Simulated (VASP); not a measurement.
# GaSb (F-43m) in VASP: further runs, part 2 of 2

VASP 6.6.1. Earlier steps stand in the parts before.

## (5) Single point, r2SCAN (volume scaled by 1.06)

File POSCAR:

```
GaSb
1.0
    0.0000000000      3.1262842996      3.1262842996
    3.1262842996      0.0000000000      3.1262842996
    3.1262842996      3.1262842996      0.0000000000
Ga Sb
1 1
Direct
    0.0000000000      0.0000000000      0.0000000000
    0.2500000000      0.2500000000      0.2500000000
```

File INCAR.step1:

```
SYSTEM = GaSb
PREC = Accurate ; ENCUT = 520
ISMEAR = 0 ; SIGMA = 0.02
LREAL = .FALSE. ; LASPH = .TRUE.
NELM = 100 ; NBANDS = 16
GGA = PE ; ALGO = Normal
EDIFF = 1E-4 ; LWAVE = .TRUE.
LCHARG = .FALSE.
```

File INCAR.step2:

```
SYSTEM = GaSb
PREC = Accurate ; ENCUT = 520
EDIFF = 1E-7 ; ISMEAR = 0
SIGMA = 0.02 ; LREAL = .FALSE.
LASPH = .TRUE. ; NELM = 100
ALGO = Normal ; ISIF = 2
LWAVE = .FALSE. ; LCHARG = .FALSE.
METAGGA = R2SCAN ; LMIXTAU = .TRUE.
NBANDS = 16 ; ISTART = 1
```

File KPOINTS:

```
regular mesh
0
G
  10 10 10
  0 0 0
```

Potentials or basis: VASP PAW PBE potentials, release 64 (Ga_d, Sb).

Started as:

```sh
$ cat potpaw_PBE.64/Ga_d/POTCAR potpaw_PBE.64/Sb/POTCAR > POTCAR
$ cp INCAR.step1 INCAR
$ mpirun -np 1 vasp_std > vasp.out
$ cp INCAR.step2 INCAR
$ mpirun -np 1 vasp_std > vasp.out
```

OUTCAR:

```text
SYSTEM = GaSb
   PREC = Accurate
   ENCUT = 520
   EDIFF = 1E-7
   ISMEAR = 0
   LREAL = .FALSE.
   LASPH = .TRUE.
   NELM = 100
   ISIF = 2
   METAGGA = R2SCAN
   ISTART = 1

 ion  position               nearest neighbor table
   1  0.000  0.000  0.000-   2 2.71   2 2.71   2 2.71   2 2.71
   2  0.250  0.250  0.250-   1 2.71   1 2.71   1 2.71   1 2.71

  LATTYP: Found a face centered cubic cell.
 ALAT       =     6.2525685992

  Lattice vectors:

 A1 = (   0.0000000000,   3.1262842996,   3.1262842996)
 A2 = (   3.1262842996,   0.0000000000,   3.1262842996)
 A3 = (   3.1262842996,   3.1262842996,   0.0000000000)

Analysis of symmetry for initial positions (statically):
=====================================================================
 Subroutine PRICEL returns:
 Original cell was already a primitive cell.

 Routine SETGRP: Setting up the symmetry group for a
 face centered cubic supercell.

 Subroutine GETGRP returns: Found 24 space group operations
 (whereof 24 operations were pure point group operations)
 out of a pool of 48 trial point group operations.

The static configuration has the point symmetry T_d .
[... 161 lines left out ...]

 E-fermi :   4.0396     XC(G=0):  -9.4226

 val. band max:        4.0335413769   @ k =   0.0000   0.0000   0.0000
 cond. band min:       4.5708824080   @ k =   0.5000   0.0000   0.0000
 fundamental gap:      0.5373410311
 Fermi energy:         4.0396460074

 k-point     1 :       0.0000    0.0000    0.0000
  band No.  band energies     occupation
      1     -11.3475      2.00000
      2     -11.3475      2.00000
      3     -11.3475      2.00000
      4     -11.3003      2.00000
      5     -11.3003      2.00000
      6      -7.4461      2.00000
[... 433 lines left out ...]
      3     -11.3312      2.00000
      4     -11.3070      2.00000
      5     -11.2974      2.00000
      6      -5.8903      2.00000
[... 8 lines left out ...]
     15      14.7127      0.00000
     16      14.7845      0.00000

 [... further k-points ...]

------------------------ aborting loop because EDIFF is reached ----------------------------------------

  FORCE on cell =-STRESS in cart. coord.  units (eV):
  Direction    XX          YY          ZZ          XY          YZ          ZX
  --------------------------------------------------------------------------------------
  -------------------------------------------------------------------------------------
  Total       -0.9939664     -0.9939664     -0.9939664     -0.0000000      0.0000000     -0.0000000
  in kB      -26.0595470    -26.0595470    -26.0595470     -0.0000000      0.0000000     -0.0000000
  external PRESSURE =     -26.0595470 kB  Pullay stress =       0.0000000 kB

 VOLUME and BASIS-vectors are now :
 -----------------------------------------------------------------------------
  energy-cutoff  :      520.00
  volume of cell :       61.11
      direct lattice vectors                 reciprocal lattice vectors
     0.000000000  3.126284300  3.126284300    -0.159934271  0.159934271  0.159934271
     3.126284300  0.000000000  3.126284300     0.159934271 -0.159934271  0.159934271
     3.126284300  3.126284300  0.000000000     0.159934271  0.159934271 -0.159934271

 POSITION                                       TOTAL-FORCE (eV/Angst)
 -----------------------------------------------------------------------------------
      0.00000      0.00000      0.00000        -0.000000     -0.000000     -0.000000
      1.56314      1.56314      1.56314         0.000000      0.000000      0.000000
 -----------------------------------------------------------------------------------
    total drift:                                0.000007      0.000007      0.000007

  FREE ENERGIE OF THE ION-ELECTRON SYSTEM (eV)
  ---------------------------------------------------
  free  energy   TOTEN  =       -37.5756714104 eV

  energy  without entropy=      -37.5756404107  energy(sigma->0) =      -37.57565591
```

OUTCAR.step1:

```text
SYSTEM = GaSb
   PREC = Accurate
   ENCUT = 520
   ISMEAR = 0
   LREAL = .FALSE.
   LASPH = .TRUE.
[... 678 lines left out ...]
      0.00000      0.00000      0.00000        -0.000000      0.000000     -0.000000
      1.56314      1.56314      1.56314         0.000000     -0.000000      0.000000
 -----------------------------------------------------------------------------------
    total drift:                                0.000001      0.000001      0.000001

  FREE ENERGIE OF THE ION-ELECTRON SYSTEM (eV)
  ---------------------------------------------------
  free  energy   TOTEN  =        -7.3691639650 eV

  energy  without entropy=       -7.3691331125  energy(sigma->0) =       -7.36914854
```

It took 5.9 min on 1 thread of AMD EPYC 7R43 (Zen 3), shared host; peak memory 0.2 GiB.

What came out:

```yaml
Free_energy: -37.5757 eV
Pressure: -2.6 GPa
Band_gap_on_the_k_mesh: zero (filled and empty bands touch)
```

Caveat: the PAW data sets were made with another functional, which shifts forces and pressure a little; spin-orbit coupling is left out, which moves the levels of the heavy elements.

## (6) Summary

| task | cell | cutoff (eV) | gap on the mesh (eV) | pressure (GPa) |
| --- | --- | --- | --- | --- |
| single point | a = 4.336 Å, angles 60.0°, 2 atoms | 520 | 0.40 | 0.1 |
| relaxation of cell and atoms | relaxed from a = 4.326 Å, angles 60.0°, 2 atoms | 600 | 0.39 | 0.0 |
| single point | a = 4.421 Å, angles 60.0°, 2 atoms | 520 | none | -2.6 |

Alike in all rows: level r2SCAN; potentials or basis VASP PAW PBE potentials, release 64 (Ga_d, Sb); no spin polarisation; k mesh 10 × 10 × 10; smearing gaussian 0.02 eV.

Caveats: the PAW data sets were made with another functional, which shifts forces and pressure a little; spin-orbit coupling is left out, which moves the levels of the heavy elements.

Total energies depend on the potentials used, so only differences within one code and one set of settings carry meaning.

## (7) How close it comes

Step 2. A measured gap of GaSb is 0.811 eV (direct; 4.2 K; a printed reference work, data compilation); the calculated 0.40 eV misses it by -0.41 eV. Spin-orbit coupling on Ga, Sb is left out. The value is that of r2SCAN on a finite k mesh, which can miss the band edges, without temperature or zero-point motion.

Step 3. Against the measured gap of GaSb, 0.811 eV (direct; 4.2 K; a printed reference work, data compilation), the calculated 0.40 eV is off by -0.41 eV. Spin-orbit coupling on Ga, Sb is left out. The value is that of r2SCAN on a finite k mesh, which can miss the band edges, without temperature or zero-point motion.
